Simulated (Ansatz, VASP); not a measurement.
**Two plane-wave programs on GaAs**

File INCAR:

```
ALGO = Normal
EDIFF = 1E-7
ENCUT = 520
GGA = PE
ISIF = 2
ISMEAR = 0
LASPH = T
LCHARG = F
LREAL = F
LWAVE = F
NBANDS = 16
NELM = 80
PREC = Accurate
SIGMA = 0.05
```

The input KPOINTS:

```
k-points
0
Gamma
  10 10 10
```

File POSCAR:

```
GaAs
1.0
    0.0000000000      2.8521989480      2.8521989480
    2.8521989480      0.0000000000      2.8521989480
    2.8521989480      2.8521989480      0.0000000000
Ga As
1 1
Direct
    0.0000000000      0.0000000000      0.0000000000
    0.7500000000      0.7500000000      0.7500000000
```

Input for Ansatz:

```yaml
crystal:
  lattice:
    - [0.0, 2.852198948, 2.852198948]
    - [2.852198948, 0.0, 2.852198948]
    - [2.852198948, 2.852198948, 0.0]
  atoms:
    - { symbol: Ga, position: [0.0, 0.0, 0.0] }
    - { symbol: As, position: [0.75, 0.75, 0.75] }
basis:
  ecutwfc: 420
  ecutrho_ratio: 4
kpoints:
  mp_grid: { grid: [10, 10, 10] }
hamiltonian:
  xc: pbe
scf:
  occupations: { method: gaussian, width: 0.05 }
output:
  forces: true
  stress: true
  eigenvalues: true
```

Alike in both runs: task single point; functional PBE; k mesh 10 × 10 × 10; occupations gaussian, width 0.05 eV; no spin polarisation.

|  | VASP | Ansatz |
| --- | --- | --- |
| version | VASP 6.6.1 | Ansatz 0.2.0 |
| potentials or method | VASP PAW PBE potentials, release 64 (Ga_d, As) | scalar-relativistic, plane waves, PAW |
| plane-wave cutoff (eV) | 520 | 420 |
| valence electrons in the cell | 18 | 28 |

|  | VASP | Ansatz | Ansatz less VASP |
| --- | --- | --- | --- |
| gap on the k mesh at the Fermi level (eV) | 0.32 | 0.32 | -0.003 |
| least direct gap on the mesh (eV) | 0.32 | 0.32 | -0.003 |
| pressure (GPa) | 1.5 | 1.4 | -0.18 |

The functional is the same, so the differences come from potentials, cutoffs and numerics. The two sets of potentials don't hold the same shells in valence.
